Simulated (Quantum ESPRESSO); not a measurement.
# CoO under changes of volume

One of the cells (11.575 Å³/atom); the others are scaled copies at fixed shape and fractional positions:

```
Co O
1.0
     3.19765    0.00000    0.00000
    -1.59882    2.76924    0.00000
     0.00000    0.00000    5.22871
Co O
2 2
Direct
  0.33333 0.66667 0.50336
  0.00000 0.00000 0.00347
  0.33333 0.66667 0.87156
  0.00000 0.00000 0.37161
```

Measurements of this composition are mostly on another form, of space group No. 225.

- Program: Quantum ESPRESSO 7.5
- Functional: PBE
- Potentials or basis: SSSP 1.3 efficiency PBE
- Cutoff: 748 eV
- Density cutoff: 5987 eV
- k mesh: 10 × 10 × 5
- Occupations: fermi-dirac, width 0.05 eV
- Spin: collinear spin, ferromagnetic start
- Starting moments: [2.0, 2.0, 0.0, 0.0] μB

| volume (Å³/atom) | energy over the lowest point (meV/atom) | pressure (GPa) | moment (μB per cell) | largest force (eV/Å) |
| --- | --- | --- | --- | --- |
| 10.881 | 22.23 | 9.3 | 5.68 | 0.326 |
| 11.112 | 10.53 | 6.1 | 5.80 | 0.298 |
| 11.344 | 3.21 | 3.2 | 5.88 | 0.274 |
| 11.575 | 0.00 | 0.4 | 5.94 | 0.253 |
| 11.807 | 0.67 | -2.2 | 5.97 | 0.237 |
| 12.038 | ? | ? | ? | ? |
| 12.270 | 12.51 | -6.7 | 6.00 | 0.219 |

Problem. What does the run at 12.038 Å³/atom give?

Solution. Energy over the lowest point 4.93 meV/atom; pressure -4.6 GPa; moment 5.99 μB per cell; largest force 0.226 eV/Å.

Worked out: A Birch-Murnaghan fit of order 3 (a polynomial in V^(-2/3)) to the other rows has its minimum at 11.65 Å³/atom with B0 = V·E''(V) = 131 GPa (rough, since the energies scatter) at fixed shape and positions, which overstates the stiffness. It gives 4.90 meV/atom at 12.038 Å³/atom, against the run's 4.93, and -dE/dV = -4.1 GPa, against -4.6. A parabola through the other rows of the moment, of slope 0.0363 μB per Å³/atom there, gives 6.00 μB, against the run's 5.99.

Energies are extrapolated to zero smearing.
